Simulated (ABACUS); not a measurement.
# Rh (Fm-3m) in ABACUS: equation of state, part 2 of 2

ABACUS 3.10.1. Earlier steps stand in the parts before.

### Step 8. Equation of state, PBE, 14.49 Å³/atom (volume scaled by 1.06)

INPUT

```
INPUT_PARAMETERS
suffix              Rh
calculation         scf
basis_type          pw
pseudo_dir          ./
symmetry            1
dft_functional      pbe
ecutwfc             89
pseudo_rcut         10
nspin               1
nbands              13
ks_solver           dav
smearing_method     fd
smearing_sigma      0.00367493
scf_thr             1e-08
scf_nmax            100
mixing_type         broyden
mixing_beta         0.7
cal_force           1
cal_stress          1
kpar                4
```

STRU

```
ATOMIC_SPECIES
Rh 102.9055 Rh.upf

LATTICE_CONSTANT
1.8897261246

LATTICE_VECTORS
0.0000000000 1.9350721950 1.9350721950
1.9350721950 0.0000000000 1.9350721950
1.9350721950 1.9350721950 0.0000000000

ATOMIC_POSITIONS
Direct

Rh
0.0
1
0.0000000000 0.0000000000 0.0000000000 1 1 1
```

KPT

```
K_POINTS
0
Gamma
12 12 12 0 0 0
```

Potentials or basis: PseudoDojo NC SR 0.4.1 PBE standard, plane waves.

Launch:

```bash
$ OMP_NUM_THREADS=1 mpirun -np 4 abacus > log
```

running log:

```text
ABACUS v3.10.1

               Atomic-orbital Based Ab-initio Computation at UStc

 ------------------------------------------------------------------------------------

 READING GENERAL INFORMATION
                           global_out_dir = OUT.Rh/
                           global_in_card = INPUT
                               pseudo_dir = ./
                              orbital_dir =
                                    DSIZE = 4
                                    GSIZE = 1

 READING UNITCELL INFORMATION
                                    ntype = 1
                  lattice constant (Bohr) = 1.88973
              lattice constant (Angstrom) = 1

 READING ATOM TYPE 1
                               atom label = Rh
                      L=0, number of zeta = 1
                      L=1, number of zeta = 1
                      L=2, number of zeta = 1
             number of atom for this type = 1

                        TOTAL ATOM NUMBER = 1
DIRECT COORDINATES
    atom                   x                   y                   z     mag                  vx                  vy                  vz
taud_Rh1            0.0000000000        0.0000000000        0.0000000000  0.0000        0.0000000000        0.0000000000        0.0000000000

                          Volume (Bohr^3) = 97.7953
                             Volume (A^3) = 14.4918

 Lattice vectors: (Cartesian coordinate: in unit of a_0)
                   +0            +1.93507            +1.93507
             +1.93507                  +0            +1.93507
             +1.93507            +1.93507                  +0
 Reciprocal vectors: (Cartesian coordinate: in unit of 2 pi/a_0)
            -0.258388           +0.258388           +0.258388
            +0.258388           -0.258388           +0.258388
            +0.258388           +0.258388           -0.258388
 The esolver type has been set to : ksdft_pw

                PAO radial cut off (Bohr) = 10

 Read in pseudopotential file is Rh.upf
                     pseudopotential type = NC
          exchange-correlation functional = PBE
                 nonlocal core correction = 1
                        valence electrons = 17
                                     lmax = 2
[... 193 lines left out ...]
     Energy           Rydberg                 eV
----------------------------------------------------------
 E_KohnSham     -234.5348237065      -3191.0099818338
 E_Harris       -238.1338063431      -3239.9766526946
 E_Fermi        1.6459000729         22.3936193299
----------------------------------------------------------
[... 51 lines left out ...]
 Density error is 9.85835499853e-09
                          Error Threshold = 2.73424645423e-09
----------------------------------------------------------
     Energy           Rydberg                 eV
----------------------------------------------------------
 E_KohnSham     -234.5774469607      -3191.5899009581
 E_KS(sigma->0) -234.5770975539      -3191.5851470346
 E_Harris       -234.5775659663      -3191.5915201124
 E_band         -7.5731106103        -103.0374558837
 E_one_elec     -54.9565790388       -747.7226175148
 E_Hartree      39.3484377771        535.3629611676
 E_xc           -37.7936849690       -514.2094639952
 E_Ewald        -181.1749219165      -2465.0112727688
 E_entropy(-TS) -0.0006988136        -0.0095078470
 E_descf        0.0000000000         0.0000000000
 E_exx          0.0000000000         0.0000000000
 E_Fermi        1.5567940595         21.1812698213
----------------------------------------------------------

 charge density convergence is achieved
 final etot is -3191.589901 eV
 EFERMI = 21.181269821 eV

 STATE ENERGY(eV) AND OCCUPATIONS    NSPIN == 1
 1/18 kpoint (Cartesian) = 0.0000 0.0000 0.0000 (1411 pws)
       1       -57.5973     0.00115741
       2       -25.1227     0.00115741
       3       -25.1227     0.00115741
       4       -25.1227     0.00115741
       5        13.5979     0.00115741
       6        18.3289     0.00115741
       7        18.3289     0.00115741
       8        18.3289     0.00115741
       9        20.2485     0.00115741
      10        20.2485     0.00115741
      11        37.3511        0.00000
      12        42.4754        0.00000
      13        42.4754        0.00000
[... 61 lines left out ...]
 6/18 kpoint (Cartesian) = 0.10766 0.10766 0.10766 (1392 pws)
       1       -57.5140     0.00925926
       2       -25.6923     0.00925926
       3       -25.2023     0.00925926
       4       -25.2023     0.00925926
       5        15.5289     0.00925926
       6        18.3305     0.00925926
       7        18.3305     0.00925926
       8        21.0152     0.00893658
       9        21.4695    2.89596e-05
      10        21.4695    2.89596e-05
      11        30.5321    5.57474e-84
      12        37.0999        0.00000
      13        42.6298        0.00000

[... levels at 12 further k points ...]

------------------------------------------------------------------------------------------
 TOTAL-FORCE (eV/Angstrom)
------------------------------------------------------------------------------------------
                       Rh1         0.0000000000         0.0000000000         0.0000000000
------------------------------------------------------------------------------------------

----------------------------------------------------------------
 TOTAL-STRESS (KBAR)
----------------------------------------------------------------
       -72.4157603947        -0.0000000000         0.0000000000
        -0.0000000000       -72.4157603947         0.0000000000
        -0.0000000000         0.0000000000       -72.4157603947
----------------------------------------------------------------
 TOTAL-PRESSURE: -72.415760 KBAR

 --------------------------------------------
 !FINAL_ETOT_IS -3191.5899009581248720 eV
 --------------------------------------------
```

It took 6.7 s on 4 MPI ranks of Intel Xeon Platinum 8259CL at 2.50GHz (Skylake/Cascade Lake), shared host; peak memory 0.24 GiB.

Results:

- Free energy: -3191.5899 eV
- Pressure: -7.2 GPa
- Band gap on the k mesh: none (metal or under the smearing width)

### Step 9. Equation of state, PBE

Potentials or basis: PseudoDojo NC SR 0.4.1 PBE standard, plane waves.

This step only gathers the single runs of the series.

What came out:

- Equilibrium volume: 14.06 Å³/atom
- Bulk modulus: 258 GPa
- Pressure derivative of the bulk modulus: 5.2

Energy against volume, from the lowest point:
```csv
volume (Å³/atom),energy (meV/atom)
12.851,100.06
13.125,57.08
13.398,27.02
13.671,8.43
13.945,0.00
14.218,0.58
14.492,9.16
```

PBE usually gives volumes a little too large and moduli too small.

### Step 10. How close it comes

Step 9. Measured bulk modulus of Rh: 264 GPa (quoted in “Thermal equation of state of rhodium characterized by XRD in a resistively heated diamond anvil cell”, 2024, pmc:11535440). This calculation gives 258 GPa (-2.4 %). The fit is for a static lattice scaled at fixed shape and fixed fractional positions.
